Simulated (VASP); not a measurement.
# CdTe (F-43m) in VASP: a series of runs, part 2 of 2

VASP 6.6.1. The steps go on from the part before.

### 3 Relaxation of cell and atoms, HSE06

This run uses another cell than the first one, of 34.26 Å³/atom, 1.041 times its volume.

POSCAR

```
CdTe                                    
1.0
    0.0000000000      3.2477981878      3.2477981878
    3.2477981878     -0.0000000000      3.2477981878
    3.2477981878      3.2477981878      0.0000000000
  Cd              Te            
     1     1
Direct
     0.0000000000000000    0.0000000000000000    0.0000000000000000
     0.2500000000000000    0.2500000000000000    0.2500000000000000
```

INCAR.step1

```
SYSTEM = CdTe
ALGO     = Normal         ! electronic algorithm
EDIFF    = 1E-5           ! SCF threshold, eV
ENCUT    = 520            ! plane-wave cutoff, eV
GGA      = PE             ! functional
ISMEAR   = 0              ! smearing method
KPAR     = 4            
LASPH    = .TRUE.         ! aspherical terms in the spheres
LCHARG   = .FALSE.        ! write CHGCAR
LREAL    = .FALSE.        ! projectors in reciprocal space
LWAVE    = .TRUE.         ! write WAVECAR
NELM     = 80             ! most SCF steps
PREC     = Accurate       ! precision mode
SIGMA    = 0.03           ! smearing width, eV
```

INCAR.step2

```
SYSTEM = CdTe
ALGO     = Normal         ! electronic algorithm
EDIFF    = 1E-6           ! SCF threshold, eV
EDIFFG   = -0.01          ! ionic threshold
ENCUT    = 520            ! plane-wave cutoff, eV
GGA      = PE             ! functional
HFSCREEN = 0.2            ! screening, 1/A
IBRION   = 2              ! ionic algorithm
ISIF     = 3              ! what is computed and relaxed
ISMEAR   = 0              ! smearing method
ISTART   = 1            
KPAR     = 4            
LASPH    = .TRUE.         ! aspherical terms in the spheres
LCHARG   = .FALSE.        ! write CHGCAR
LHFCALC  = .TRUE.         ! exact exchange
LREAL    = .FALSE.        ! projectors in reciprocal space
LWAVE    = .FALSE.        ! write WAVECAR
NELM     = 80             ! most SCF steps
NSW      = 25             ! ionic steps
PREC     = Accurate       ! precision mode
PRECFOCK = Fast         
SIGMA    = 0.03           ! smearing width, eV
```

KPOINTS

```
k-points
0
G
  6 6 6
  0 0 0
```

Potentials or basis: VASP PAW PBE potentials, release 64 (Cd, Te).

Started as:

```
$ cat potpaw_PBE.64/Cd/POTCAR potpaw_PBE.64/Te/POTCAR > POTCAR
$ cp INCAR.step1 INCAR
$ mpirun -np 4 vasp_std > vasp.out
$ cp INCAR.step2 INCAR
$ mpirun -np 4 vasp_std > vasp.out
```

OUTCAR:

```text
SYSTEM = CdTe
   EDIFF = 1E-6
   EDIFFG = -0.01
   ENCUT = 520
   GGA = PE
   HFSCREEN = 0.2
   IBRION = 2
   ISIF = 3
   ISMEAR = 0
   ISTART = 1
   LASPH = .TRUE.
   LHFCALC = .TRUE.
   LREAL = .FALSE.
   NELM = 80
   NSW = 25
   PREC = Accurate
   PRECFOCK = Fast

 ion  position               nearest neighbor table
   1  0.000  0.000  0.000-   2 2.81   2 2.81   2 2.81   2 2.81
   2  0.250  0.250  0.250-   1 2.81   1 2.81   1 2.81   1 2.81

  LATTYP: Found a face centered cubic cell.
 ALAT       =     6.4955963756

  Lattice vectors:

 A1 = (   0.0000000000,   3.2477981878,   3.2477981878)
 A2 = (   3.2477981878,   0.0000000000,   3.2477981878)
 A3 = (   3.2477981878,   3.2477981878,   0.0000000000)

Analysis of symmetry for initial positions (statically):
=====================================================================
 Subroutine PRICEL returns:
 Original cell was already a primitive cell.

 Routine SETGRP: Setting up the symmetry group for a
 face centered cubic supercell.

 Subroutine GETGRP returns: Found 24 space group operations
 (whereof 24 operations were pure point group operations)
 out of a pool of 48 trial point group operations.

The static configuration has the point symmetry T_d .

Analysis of symmetry for dynamics (positions and initial velocities):
=====================================================================
 Subroutine PRICEL returns:
 Original cell was already a primitive cell.

 Routine SETGRP: Setting up the symmetry group for a
 face centered cubic supercell.

 Subroutine GETGRP returns: Found 24 space group operations
 (whereof 24 operations were pure point group operations)
 out of a pool of 48 trial point group operations.

The dynamic configuration has the point symmetry T_d .

 Subroutine INISYM returns: Found 24 space group operations
[... 108 lines left out ...]
     AMIX_MAG =   1.60;   BMIX_MAG =  1.00
  volume/ion in A,a.u.               =      34.26       231.19
  Fermi-wavevector in a.u.,A,eV,Ry     =   1.048496  1.981369 14.957471  1.099343
  Thomas-Fermi vector in A             =   2.183420
   LORBIT       =      0    0 simple, 1 ext, 2 COOP (PROOUT), +10 PAW based schemes
   GGA     = PE    functional components
   LHFCALC =     T    Hartree Fock is set to
   PRECFOCK=fast      Normal, Fast or Accurate (Low or Medium for compatibility)
   ENCUT4O =  -1.0   cutoff for four orbital integrals eV
   NKREDX  =     1    reduce k-point grid by
   NKREDY  =     1    reduce k-point grid by
   NKREDZ  =     1    reduce k-point grid by
   AEXX    =    0.2500 exact exchange contribution
   HFSCREEN=    0.2000 screening length (either q_TF or 0.3 A-1)
   HFSCREENC=   0.2000 screening length for correlation (either q_TF or 0.3 A-1)
   ENCUTFOCK=  -1.0 apply spherical cutoff to Coloumb kernel
   IVDW    =     0    specifies the selected vdW correction
   LEPSILON=     F    determine dielectric tensor
   LRPA    =     F    only Hartree local field effects (RPA)
 conjugate gradient relaxation of ions
 non-spin polarized calculation
 Gauss-broadening in eV      SIGMA  =   0.03
  energy-cutoff  :      520.00
  volume of cell :       68.52
 maximum number of plane-waves:      1868
 NGX is ok and might be reduce to    36
  NGX = 20; NGY = 20; NGZ = 20

--------------------------------------- Ionic step        1  -------------------------------------------

 number of electron      17.9999998 magnetization

 Free energy of the ion-electron system (eV)
  ---------------------------------------------------
  ext. energy  EPLUGINS =         0.00000000
  ---------------------------------------------------
  free energy    TOTEN  =        -6.04756728 eV

  energy without entropy =       -6.04756728  energy(sigma->0) =       -6.04756728

------------------------ aborting loop because EDIFF is reached ----------------------------------------

  FORCE on cell =-STRESS in cart. coord.  units (eV):
  Direction    XX          YY          ZZ          XY          YZ          ZX
  --------------------------------------------------------------------------------------
  -------------------------------------------------------------------------------------
  Total        0.5509384      0.5509384      0.5509384     -0.0000000      0.0000000     -0.0000000
  in kB       12.8829853     12.8829853     12.8829853     -0.0000000      0.0000000     -0.0000000
  external PRESSURE =      12.8829853 kB  Pullay stress =       0.0000000 kB
[... 59 lines left out ...]
--------------------------------------- Ionic step        3  -------------------------------------------

 number of electron      18.0000006 magnetization

 Free energy of the ion-electron system (eV)
  ---------------------------------------------------
  ext. energy  EPLUGINS =         0.00000000
  ---------------------------------------------------
  free energy    TOTEN  =        -6.05623738 eV

  energy without entropy =       -6.05623738  energy(sigma->0) =       -6.05623738

 E-fermi :   1.6833     XC(G=0):  -7.0226

 val. band max:        1.4953341085   @ k =   0.0000   0.0000   0.0000
 cond. band min:       2.9320391305   @ k =   0.0000   0.0000   0.0000
 fundamental gap:      1.4367050220
 Fermi energy:         1.6832851624

 k-point     1 :       0.0000    0.0000    0.0000
  band No.  band energies     occupation
      1     -10.4321      2.00000
      2      -7.9843      2.00000
      3      -7.9843      2.00000
      4      -7.9843      2.00000
      5      -7.7474      2.00000
      6      -7.7474      2.00000
      7       1.4953      2.00000
      8       1.4953      2.00000
      9       1.4953      2.00000
     10       2.9320      0.00000
     11       7.0041      0.00000
     12       7.0041      0.00000
     13       7.0041      0.00000
[... 267 lines left out ...]
  FREE ENERGIE OF THE ION-ELECTRON SYSTEM (eV)
  ---------------------------------------------------
  free  energy   TOTEN  =        -6.0562373849 eV

  energy  without entropy=       -6.0562373849  energy(sigma->0) =       -6.05623738

 reached required accuracy - stopping structural energy minimisation
```

OUTCAR.step1:

```text
SYSTEM = CdTe
   EDIFF = 1E-5
   ENCUT = 520
   GGA = PE
   ISMEAR = 0
   LASPH = .TRUE.
   LREAL = .FALSE.
[... 467 lines left out ...]
      0.00000      0.00000      0.00000         0.000000      0.000000      0.000000
      1.62390      1.62390      1.62390        -0.000000     -0.000000     -0.000000
 -----------------------------------------------------------------------------------
    total drift:                               -0.000000     -0.000000     -0.000000

  FREE ENERGIE OF THE ION-ELECTRON SYSTEM (eV)
  ---------------------------------------------------
  free  energy   TOTEN  =        -4.7773775500 eV

  energy  without entropy=       -4.7773775500  energy(sigma->0) =       -4.77737755
```

Wall time 20 min (4 MPI ranks of Intel Xeon Platinum 8259CL at 2.50GHz (Skylake/Cascade Lake), shared host); peak memory 0.33 GiB.

What came out:

- Free energy: -6.0562 eV
- Relaxed volume: 35.35 Å³/atom
- Relaxed cell: a = 4.641 Å, b = 4.641 Å, c = 4.641 Å, α = 60.00°, β = 60.00°, γ = 60.00°
- Space group after relaxing (to 0.05 Å): F-43m (No. 216)
- Energy gained by relaxing: 4.3 meV/atom
- Ionic steps: 3
- Pressure after relaxing: 0.0 GPa
- Band gap on the k mesh: 1.44 eV, direct

The path:
```
step  energy change (eV)  largest force (eV/Å)  pressure (GPa)  volume (Å³)
   1              0.0000                0.0000            1.29        68.52
   2             -0.0080                0.0000           -0.32        71.28
   3             -0.0087                0.0000           -0.01        70.70
```

Final structure:
```
CELL_PARAMETERS angstrom
0.00000 3.28190 3.28190
3.28190 0.00000 3.28190
3.28190 3.28190 0.00000
ATOMIC_POSITIONS crystal
Cd 0.00000 0.00000 0.00000
Te 0.25000 0.25000 0.25000
```

Levels at points of the mesh, in eV from the valence-band top:
```csv
k point,band 5,band 6,band 7,band 8,band 9,band 10,band 11,band 12,band 13
"(0.00, 0.00, 0.00)",-9.24,-9.24,0.00,0.00,0.00,1.44,5.51,5.51,5.51
"(0.50, 0.00, 0.00)",-9.24,-8.83,-4.52,-0.77,-0.77,2.58,6.08,6.08,7.96
"(0.50, 0.50, 0.00)",-9.22,-8.66,-4.41,-1.87,-1.87,3.37,3.48,9.77,10.19
```

Caveat: the PAW data sets were made with another functional, which shifts forces and pressure a little; spin-orbit coupling is left out, which moves the levels of the heavy elements.
